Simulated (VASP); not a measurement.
# K (Im-3m) in VASP: reference runs

How does K come out in PBE? The cell is run as given and disturbed.

All numbers are computed with VASP 6.6.1; they aren't measurements. Logs are shortened: lines on timing, memory, paths and dates and some standing lists are left out, and cuts for length are marked.

## Step 1: The crystal as given

It takes space group Im-3m (No. 229, cubic). The conventional cell has a = 5.395 Å, b = 5.395 Å, c = 5.395 Å, α = 90.00°, β = 90.00°, γ = 90.00°.

## Step 2: Single point, PBE

Contents of INCAR:

```
PREC = Accurate
ENCUT = 520
EDIFF = 1E-7
ISMEAR = -1
SIGMA = 0.05
LREAL = False
LASPH = True
NELM = 100
ALGO = Normal
ISIF = 2
LWAVE = False
LCHARG = False
GGA = PE
NBANDS = 10
```

Contents of KPOINTS:

```
Automatic mesh
0
Gamma
  7 7 7
```

Contents of POSCAR:

```
K
1.0
   -2.6975585167      2.6975585167      2.6975585167
    2.6975585167     -2.6975585167      2.6975585167
    2.6975585167      2.6975585167     -2.6975585167
K
1
Direct
    0.0000000000      0.0000000000      0.0000000000
```

Potentials or basis: VASP PAW PBE potentials, release 64 (K_sv).

Started as:

```console
> cat potpaw_PBE.64/K_sv/POTCAR > POTCAR
> mpirun -np 1 vasp_std > vasp.out
```

OUTCAR:

```text
PREC = Accurate
   ENCUT = 520
   EDIFF = 1E-7
   ISMEAR = -1
   LREAL = False
   LASPH = True
   NELM = 100
   ISIF = 2
   GGA = PE

 ion  position               nearest neighbor table
   1  0.000  0.000  0.000-

  LATTYP: Found a body centered cubic cell.
 ALAT       =     5.3951170334

  Lattice vectors:

 A1 = (  -2.6975585167,   2.6975585167,   2.6975585167)
 A2 = (   2.6975585167,  -2.6975585167,   2.6975585167)
 A3 = (   2.6975585167,   2.6975585167,  -2.6975585167)

Analysis of symmetry for initial positions (statically):
=====================================================================
 Subroutine PRICEL returns:
 Original cell was already a primitive cell.

 Routine SETGRP: Setting up the symmetry group for a
 body centered cubic supercell.

 Subroutine GETGRP returns: Found 48 space group operations
 (whereof 48 operations were pure point group operations)
 out of a pool of 48 trial point group operations.

The static configuration has the point symmetry O_h .

Analysis of symmetry for dynamics (positions and initial velocities):
=====================================================================
 Subroutine PRICEL returns:
 Original cell was already a primitive cell.

 Routine SETGRP: Setting up the symmetry group for a
 body centered cubic supercell.

 Subroutine GETGRP returns: Found 48 space group operations
 (whereof 48 operations were pure point group operations)
 out of a pool of 48 trial point group operations.

The dynamic configuration has the point symmetry O_h .

 Subroutine INISYM returns: Found 48 space group operations
 (whereof 48 operations are pure point group operations),
 and found     1 'primitive' translations

----------------------------------------------------------------------------------------

                                     Primitive cell

  volume of cell :      78.5186

  direct lattice vectors                    reciprocal lattice vectors
    -2.697558517  2.697558517  2.697558517     0.000000000  0.185352791  0.185352791
     2.697558517 -2.697558517  2.697558517     0.185352791  0.000000000  0.185352791
     2.697558517  2.697558517 -2.697558517     0.185352791  0.185352791  0.000000000

  length of vectors
     4.672308407  4.672308407  4.672308407     0.262128431  0.262128431  0.262128431

  position of ions in fractional coordinates (direct lattice)
     0.000000000  0.000000000  0.000000000

  ion indices of the primitive-cell ions
[... 73 lines left out ...]
   IBRION =     -1    ionic relax: 0-MD 1-quasi-New 2-CG
   NFREE  =      0    steps in history (QN), initial steepest desc. (CG)
   ISIF   =      2    stress and relaxation
   ISYM   =      2    0-nonsym 1-usesym 2-fastsym
   POTIM  = 0.5000    time-step for ionic-motion
   TEBEG  =    0.0;   TEEND  =   0.0 temperature during run
   PSTRESS=    0.0 pullay stress
   NELECT =       9.0000    total number of electrons
   NUPDOWN=      -1.0000    fix difference up-down
   EMIN   =  10.00;   EMAX   =-10.00  energy-range for DOS
   EFERMI =   0.00;   METHOD = LEGACY
   ISMEAR =    -1;   SIGMA  =   0.05  broadening in eV -4-tet -1-fermi 0-gaus
   EFERMI_NEDOS =   21; number of points for ismear=-14 and -15
   IALGO  =     38    algorithm
   IMIX   =      4    mixing-type and parameters
     AMIX     =   0.40;   BMIX     =  1.00
     AMIX_MAG =   1.60;   BMIX_MAG =  1.00
  volume/ion in A,a.u.               =      78.52       529.87
  Fermi-wavevector in a.u.,A,eV,Ry     =   0.795240  1.502785  8.604411  0.632406
  Thomas-Fermi vector in A             =   1.901529
   LORBIT       =      0    0 simple, 1 ext, 2 COOP (PROOUT), +10 PAW based schemes
   GGA     = PE    functional components
   LHFCALC =     F    Hartree Fock is set to
   AEXX    =    0.0000 exact exchange contribution
   IVDW    =     0    specifies the selected vdW correction
   LEPSILON=     F    determine dielectric tensor
   LRPA    =     F    only Hartree local field effects (RPA)
 non-spin polarized calculation
  energy-cutoff  :      520.00
  volume of cell :       78.52
 maximum number of plane-waves:      2128
   NGX = 17   NGY = 17   NGZ = 17

 number of electron       8.9999999 magnetization

 Free energy of the ion-electron system (eV)
  ---------------------------------------------------
  ext. energy  EPLUGINS =         0.00000000
  ---------------------------------------------------
  free energy    TOTEN  =        -1.04917626 eV

  energy without entropy =       -1.04201115  energy(sigma->0) =       -1.04559371

 E-fermi :  -0.2644     XC(G=0):  -5.4964

 val. band max:       -0.3305385006   @ k =  -0.2857   0.4286   0.1429
 cond. band min:      -0.1355517670   @ k =  -0.4286   0.4286   0.1429
 fundamental gap:      0.1949867336
 Fermi energy:        -0.2643747346

 k-point     1 :       0.0000    0.0000    0.0000
  band No.  band energies     occupation
      1     -32.4320      2.00000
      2     -15.8854      2.00000
      3     -15.8854      2.00000
      4     -15.8854      2.00000
      5      -2.3229      2.00000
      6       3.9697      0.00000
      7       3.9697      0.00000
      8       3.9697      0.00000
      9       4.8394      0.00000
     10       4.8394      0.00000
[... 235 lines left out ...]
 k-point    20 :      -0.4286    0.4286    0.4286
  band No.  band energies     occupation
      1     -32.4269      2.00000
      2     -15.9239      2.00000
      3     -15.9223      2.00000
      4     -15.9223      2.00000
      5       1.1077      0.00000
      6       1.5396      0.00000
      7       3.0404      0.00000
      8       3.0404      0.00000
      9       3.0633      0.00000
     10       5.3838      0.00000

------------------------ aborting loop because EDIFF is reached ----------------------------------------

  FORCE on cell =-STRESS in cart. coord.  units (eV):
  Direction    XX          YY          ZZ          XY          YZ          ZX
  --------------------------------------------------------------------------------------
  -------------------------------------------------------------------------------------
  Total       -0.1044629     -0.1044629     -0.1044629      0.0000000     -0.0000000      0.0000000
  in kB       -2.1315712     -2.1315712     -2.1315712      0.0000000     -0.0000000      0.0000000
  external PRESSURE =      -2.1315712 kB  Pullay stress =       0.0000000 kB

 VOLUME and BASIS-vectors are now :
 -----------------------------------------------------------------------------
  energy-cutoff  :      520.00
  volume of cell :       78.52
      direct lattice vectors                 reciprocal lattice vectors
    -2.697558517  2.697558517  2.697558517     0.000000000  0.185352791  0.185352791
     2.697558517 -2.697558517  2.697558517     0.185352791  0.000000000  0.185352791
     2.697558517  2.697558517 -2.697558517     0.185352791  0.185352791  0.000000000

 POSITION                                       TOTAL-FORCE (eV/Angst)
 -----------------------------------------------------------------------------------
      0.00000      0.00000      0.00000        -0.000000      0.000000      0.000000
 -----------------------------------------------------------------------------------
    total drift:                               -0.000000      0.000000      0.000000

  FREE ENERGIE OF THE ION-ELECTRON SYSTEM (eV)
  ---------------------------------------------------
  free  energy   TOTEN  =        -1.0491762620 eV

  energy  without entropy=       -1.0420111526  energy(sigma->0) =       -1.04559371
```

OSZICAR:

```text
N       E                     dE             d eps       ncg     rms          rms(c)
DAV:   1     0.425845287432E+02    0.42585E+02   -0.36855E+03   400   0.693E+02
DAV:   2     0.517808731858E+00   -0.42067E+02   -0.41559E+02   422   0.185E+02
DAV:   3    -0.101508110599E+01   -0.15329E+01   -0.15279E+01   638   0.276E+01
DAV:   4    -0.104742846100E+01   -0.32347E-01   -0.32338E-01   548   0.371E+00
DAV:   5    -0.104819152601E+01   -0.76307E-03   -0.76300E-03   572   0.403E-01    0.181E+00
DAV:   6    -0.104858067777E+01   -0.38915E-03   -0.12251E-03   632   0.219E-01    0.112E+00
DAV:   7    -0.104909553504E+01   -0.51486E-03   -0.25888E-03   616   0.327E-01    0.509E-02
DAV:   8    -0.104916314317E+01   -0.67608E-04   -0.92985E-05   492   0.116E-01    0.166E-02
DAV:   9    -0.104917707647E+01   -0.13933E-04   -0.15512E-05   514   0.281E-02    0.587E-03
DAV:  10    -0.104917627131E+01    0.80516E-06   -0.19536E-06   638   0.108E-02    0.780E-04
DAV:  11    -0.104917626199E+01    0.93237E-08   -0.29375E-08   352   0.148E-03
   1 F= -.10491763E+01 E0= -.10455937E+01  d E =-.716511E-02
```

stdout:

```text
POSCAR found type information on POSCAR K
 POSCAR found :  1 types and       1 ions
 scaLAPACK will be used
 LDA part: xc-table for (Slater+PW92), standard interpolation
 POSCAR, INCAR and KPOINTS ok, starting setup
 FFT: planning ... GRIDC
 FFT: planning ... GRID_SOFT
 FFT: planning ... GRID
 WAVECAR not read
 entering main loop
```

It took 9.2 s on 1 thread of Intel Xeon Platinum 8488C (Sapphire Rapids), shared host; peak memory 0.19 GiB.

What came out:

```
Free energy            : -1.0492 eV
Pressure               : -0.2 GPa
Band gap on the k mesh : none (metal or under the smearing width)
```

Levels at points of the mesh, in eV from the Fermi level:
| k point | band 1 | band 2 | band 3 | band 4 | band 5 | band 6 | band 7 | band 8 | band 9 | band 10 |
| --- | --- | --- | --- | --- | --- | --- | --- | --- | --- | --- |
| (0.00, 0.00, 0.00) | -32.17 | -15.62 | -15.62 | -15.62 | -2.06 | 4.23 | 4.23 | 4.23 | 5.10 | 5.10 |

## Step 3: Single point, PBE (cell strained at random at fixed volume)

Contents of INCAR:

```
  ALGO = Normal
  EDIFF = 1E-7
  ENCUT = 520
  GGA = PE
  ISIF = 2
  ISMEAR = -1
  LASPH = True
  LCHARG = False
  LREAL = False
  LWAVE = False
  NBANDS = 10
  NELM = 100
  PREC = Accurate
  SIGMA = 0.05
```

Contents of KPOINTS:

```
k-points
0
Gamma
  7 7 7
```

Contents of POSCAR:

```
K
1.0
   -2.6290990000      2.6676120000      2.6000730000
    2.7186870000     -2.7444840000      2.7665340000
    2.6600780000      2.7754630000     -2.6769460000
K
1
Direct
   -0.0036850000     -0.0083200000      0.0072110000
```

Potentials or basis: VASP PAW PBE potentials, release 64 (K_sv).

Started as:

```console
> cat potpaw_PBE.64/K_sv/POTCAR > POTCAR
> mpirun -np 1 vasp_std > vasp.out
```

OUTCAR:

```text
EDIFF = 1E-7
   ENCUT = 520
   GGA = PE
   ISIF = 2
   ISMEAR = -1
   LASPH = True
   LREAL = False
   NELM = 100
   PREC = Accurate

 ion  position               nearest neighbor table
   1  0.996  0.992  0.007-

  LATTYP: Found a triclinic cell.
 ALAT       =    12.2744821493
 B/A-ratio  =     0.6316130964
 C/A-ratio  =     0.3827984085
 COS(alpha) =     0.0025752149
 COS(beta)  =     0.2542043613
 COS(gamma) =     0.9517256705

  Lattice vectors:

 A1 = (   0.0276300000, -10.9630220000,   5.5203530000)
 A2 = (   0.0586090000,  -5.5199470000,   5.4434800000)
 A3 = (  -2.7496660000,  -2.6985910000,  -2.6896610000)

Analysis of symmetry for initial positions (statically):
=====================================================================
 Subroutine PRICEL returns:
 Original cell was already a primitive cell.

 Routine SETGRP: Setting up the symmetry group for a
 triclinic supercell.

 Subroutine GETGRP returns: Found  2 space group operations
 (whereof  1 operations were pure point group operations)
 out of a pool of  2 trial point group operations.

The static configuration has the point symmetry C_1 .
 The point group associated with its full space group is S_2 .

Analysis of symmetry for dynamics (positions and initial velocities):
=====================================================================
 Subroutine PRICEL returns:
 Original cell was already a primitive cell.

 Routine SETGRP: Setting up the symmetry group for a
 triclinic supercell.

 Subroutine GETGRP returns: Found  2 space group operations
 (whereof  1 operations were pure point group operations)
 out of a pool of  2 trial point group operations.

The dynamic configuration has the point symmetry C_1 .
 The point group associated with its full space group is S_2 .

 Subroutine INISYM returns: Found  2 space group operations
 (whereof  1 operations are pure point group operations),
 and found     1 'primitive' translations
[... 142 lines left out ...]
  Thomas-Fermi vector in A             =   1.901529
   LORBIT       =      0    0 simple, 1 ext, 2 COOP (PROOUT), +10 PAW based schemes
   GGA     = PE    functional components
   LHFCALC =     F    Hartree Fock is set to
   AEXX    =    0.0000 exact exchange contribution
   IVDW    =     0    specifies the selected vdW correction
   LEPSILON=     F    determine dielectric tensor
   LRPA    =     F    only Hartree local field effects (RPA)
 non-spin polarized calculation
  energy-cutoff  :      520.00
  volume of cell :       78.52
 maximum number of plane-waves:      2130
 NGX is ok and might be reduce to    36
   NGX = 17   NGY = 17   NGZ = 17

 number of electron       9.0000001 magnetization

 Free energy of the ion-electron system (eV)
  ---------------------------------------------------
  ext. energy  EPLUGINS =         0.00000000
  ---------------------------------------------------
  free energy    TOTEN  =        -1.04783028 eV

  energy without entropy =       -1.04062863  energy(sigma->0) =       -1.04422946

 E-fermi :  -0.2594     XC(G=0):  -5.4963

 val. band max:       -0.2605681567   @ k =  -0.4286   0.0000   0.4286
 cond. band min:      -0.2582614638   @ k =  -0.4286  -0.1429   0.2857
 fundamental gap:      0.0023066929
 Fermi energy:        -0.2594007619

 k-point     1 :       0.0000    0.0000    0.0000
  band No.  band energies     occupation
      1     -32.4337      2.00000
      2     -15.8872      2.00000
      3     -15.8871      2.00000
      4     -15.8865      2.00000
      5      -2.3227      2.00000
      6       3.8549      0.00000
      7       3.9805      0.00000
      8       4.0340      0.00000
      9       4.8145      0.00000
     10       4.9089      0.00000
[... 495 lines left out ...]
 k-point    40 :      -0.0000    0.2857    0.1429
  band No.  band energies     occupation
      1     -32.4313      2.00000
      2     -15.9274      2.00000
      3     -15.9018      2.00000
      4     -15.8898      2.00000
      5      -0.7716      1.99993
      6       1.6309      0.00000
      7       2.6074      0.00000
      8       4.4713      0.00000
      9       4.9054      0.00000
     10       5.2759      0.00000

 [... further k-points ...]

------------------------ aborting loop because EDIFF is reached ----------------------------------------

  FORCE on cell =-STRESS in cart. coord.  units (eV):
  Direction    XX          YY          ZZ          XY          YZ          ZX
  --------------------------------------------------------------------------------------
  -------------------------------------------------------------------------------------
  Total       -0.1038251     -0.0976411     -0.1074345     -0.0181950      0.0393457     -0.0428746
  in kB       -2.1185585     -1.9923736     -2.1922085     -0.3712698      0.8028520     -0.8748598
  external PRESSURE =      -2.1010469 kB  Pullay stress =       0.0000000 kB

 VOLUME and BASIS-vectors are now :
 -----------------------------------------------------------------------------
  energy-cutoff  :      520.00
  volume of cell :       78.52
      direct lattice vectors                 reciprocal lattice vectors
    -2.629099000  2.667612000  2.600073000    -0.004222913  0.186414082  0.189078191
     2.718687000 -2.744484000  2.766534000     0.182854227  0.001548156  0.183307156
     2.660078000  2.775463000 -2.676946000     0.184872072  0.182660856 -0.000469722

 POSITION                                       TOTAL-FORCE (eV/Angst)
 -----------------------------------------------------------------------------------
      0.09584     -0.04385      5.31470        -0.000000      0.000000      0.000000
 -----------------------------------------------------------------------------------
    total drift:                               -0.000002     -0.000001     -0.000001

  FREE ENERGIE OF THE ION-ELECTRON SYSTEM (eV)
  ---------------------------------------------------
  free  energy   TOTEN  =        -1.0478302799 eV

  energy  without entropy=       -1.0406286314  energy(sigma->0) =       -1.04422946
```

OSZICAR:

```text
N       E                     dE             d eps       ncg     rms          rms(c)
DAV:   1     0.430896703197E+02    0.43090E+02   -0.35688E+03  3440   0.676E+02
DAV:   2     0.721211834670E+00   -0.42368E+02   -0.41841E+02  3692   0.185E+02
DAV:   3    -0.990455053656E+00   -0.17117E+01   -0.17046E+01  5618   0.300E+01
DAV:   4    -0.104586334208E+01   -0.55408E-01   -0.54888E-01  4782   0.455E+00
DAV:   5    -0.104685962772E+01   -0.99629E-03   -0.99592E-03  5392   0.470E-01    0.181E+00
DAV:   6    -0.104724384804E+01   -0.38422E-03   -0.13002E-03  5354   0.225E-01    0.112E+00
DAV:   7    -0.104774883999E+01   -0.50499E-03   -0.26098E-03  5274   0.328E-01    0.511E-02
DAV:   8    -0.104781719924E+01   -0.68359E-04   -0.10354E-04  4252   0.120E-01    0.168E-02
DAV:   9    -0.104783113108E+01   -0.13932E-04   -0.15663E-05  4678   0.281E-02    0.573E-03
DAV:  10    -0.104783028405E+01    0.84703E-06   -0.20081E-06  5492   0.110E-02    0.767E-04
DAV:  11    -0.104783027986E+01    0.41913E-08   -0.31644E-08  3128   0.155E-03
   1 F= -.10478303E+01 E0= -.10442295E+01  d E =-.720165E-02
```

stdout:

```text
POSCAR found type information on POSCAR K
 POSCAR found :  1 types and       1 ions
 scaLAPACK will be used
 LDA part: xc-table for (Slater+PW92), standard interpolation
 POSCAR, INCAR and KPOINTS ok, starting setup
 FFT: planning ... GRIDC
 FFT: planning ... GRID_SOFT
 FFT: planning ... GRID
 WAVECAR not read
 entering main loop
```

Wall time 69 s (1 thread of Intel Xeon Platinum 8488C (Sapphire Rapids), shared host); peak memory 0.28 GiB.

Results:

```
Free energy            : -1.0478 eV
Pressure               : -0.2 GPa
Band gap on the k mesh : none (metal or under the smearing width)
```

Stress tensor (GPa, compression positive):
```
-0.21 -0.04 -0.09
-0.04 -0.20  0.08
-0.09  0.08 -0.22
```
